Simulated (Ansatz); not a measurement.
**How far PBE and r2SCAN part for GeTe**

Base system: GeTe (space group R3m, No. 160; a = 4.227 Å, c = 10.920 Å (hexagonal axes)).

(Cell as relaxed with PBE.)

Levels (all Ansatz, a program for electronic structure, PAW): PBE (420 eV, scalar-relativistic without spin-orbit coupling); r2SCAN (500 eV, scalar-relativistic without spin-orbit coupling).

Each level relaxes its own structure.

```csv
quantity,PBE,r2SCAN
volume per atom,28.16 Å³,___
lattice parameter a,7.987 bohr,___
lattice parameter c,20.635 bohr,___
```

What does r2SCAN give?


- volume per atom, r2SCAN: 27.99 Å³
- lattice parameter a, r2SCAN: 7.912 bohr
- lattice parameter c, r2SCAN: 20.901 bohr

PBE's volume per atom lies 0.17 Å³ above r2SCAN's (0.6 %); PBE's lattice parameter a lies 0.075 bohr above r2SCAN's (0.9 %); PBE's lattice parameter c lies 0.266 bohr below r2SCAN's (1.3 %). Neither level is exact; r2SCAN is the comparison here, not a measurement.

Stability against distortions was not tested. No dispersion term is included, though the crystal is made of layers, chains or molecules, so its spacings can come out too wide.
